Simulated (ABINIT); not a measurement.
BAs:

```
As B
1.0
     0.00000    2.38850    2.38850
     2.38850    0.00000    2.38850
     2.38850    2.38850    0.00000
As B
1 1
Direct
  0.75000 0.75000 0.75000
  0.00000 0.00000 0.00000
```

Base run:

| Quantity | Value |
| --- | --- |
| Program | ABINIT 10.8.3 (patched build) |
| Functional | PBE0 |
| Potentials or basis | SG15 NC PBE v1.2 |
| Cutoff | 490 eV |
| k mesh | 6 × 6 × 6 |
| Occupations | fermi-dirac, width 0.05 eV |
| Spin | no spin polarisation |

Its results: band gap on the k mesh 4.45 eV, indirect (least direct gap 6.79 eV).

Task: The run is repeated on the same cell with these changes: share of exact exchange from 0.5 to 0.25. What comes out?

Result: Band gap on the k mesh 2.85 eV, indirect (least direct gap 5.01 eV).

Caveats: exact exchange is summed on a coarse mesh, which widens gaps by tenths of an eV.

A k mesh can miss the band edges.
